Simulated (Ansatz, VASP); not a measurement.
Ga: VASP beside Ansatz

The input INCAR:

```
SYSTEM = Ga
PREC     = Accurate       ! precision mode
ENCUT    = 520            ! plane-wave cutoff, eV
EDIFF    = 1E-6           ! SCF threshold, eV
ISMEAR   = -1             ! smearing method
SIGMA    = 0.05           ! smearing width, eV
LREAL    = .FALSE.        ! projectors in reciprocal space
LASPH    = .TRUE.         ! aspherical terms in the spheres
NELM     = 80             ! most SCF steps
ALGO     = Fast           ! electronic algorithm
ISIF     = 2              ! what is computed and relaxed
LWAVE    = .FALSE.        ! write WAVECAR
LCHARG   = .FALSE.        ! write CHGCAR
GGA      = PS             ! functional
NBANDS   = 34             ! bands
```

Contents of KPOINTS:

```
regular mesh
0
G
  7 7 6
  0 0 0
```

The input POSCAR:

```
Ga
1.0
    3.8169566100     -2.3266295500      0.0000000000
    3.8169566100      2.3266295500      0.0000000000
    0.0000000000      0.0000000000      4.4882540000
Ga
4
Direct
    0.6655504900      0.0096853900      0.2500000000
    0.0096853900      0.6655504900      0.7500000000
    0.3344495100      0.9903146100      0.7500000000
    0.9903146100      0.3344495100      0.2500000000
```

input.yaml

```yaml
crystal:
  lattice:
    - [3.81695661, -2.32662955, 0.0]
    - [3.81695661, 2.32662955, 0.0]
    - [0.0, 0.0, 4.488254]
  atoms:
    - { symbol: Ga, position: [0.66555049, 0.00968539, 0.25] }
    - { symbol: Ga, position: [0.00968539, 0.66555049, 0.75] }
    - { symbol: Ga, position: [0.33444951, 0.99031461, 0.75] }
    - { symbol: Ga, position: [0.99031461, 0.33444951, 0.25] }
kpoints:
  mp_grid: { grid: [7, 7, 6] }
scf:
  occupations: { method: fermi_dirac, width: 0.05 }
hamiltonian:
  xc: pbesol
  pseudopotentials: { kind: all_electron, lapw: { basis_error: 0.001 } }
output:
  forces: true
  stress: true
  eigenvalues: true
  populations: true
```

This isn't the form of Ga at room conditions, which is orthorhombic.

Alike in both runs: task single point; functional PBEsol; k mesh 7 × 7 × 6; occupations fermi-dirac, width 0.05 eV; no spin polarisation.

```csv
,VASP,Ansatz
version,VASP 6.6.1,Ansatz 0.2.0
potentials or method,"VASP PAW PBE potentials, release 64 (Ga_d)","all-electron LAPW, scalar-relativistic"
plane-wave cutoff (eV),520,see its input
```

Ansatz gave:

| Property | Result |
| --- | --- |
| gap on the k mesh at the Fermi level (eV) | none |
| pressure (GPa) | -0.1 |
| largest component of the traceless stress (GPa) | 0.53 |
| rms of the force components (eV/Å) | 0.017 |

**Question.** Which values does VASP return?

**Answer.** gap on the k mesh at the Fermi level (eV): none; pressure (GPa): -0.2; largest component of the traceless stress (GPa): 0.52; rms of the force components (eV/Å): 0.016.

Atom by atom the forces differ by 0.002 eV/Å (rms over components). A gap of «none» marks a metal or a gap that the smearing closes. Ansatz ran all-electron here, so the differences hold the error of VASP's frozen core and of both bases.

Caveats: the PAW data sets were made with another functional, which shifts forces and pressure a little (VASP).
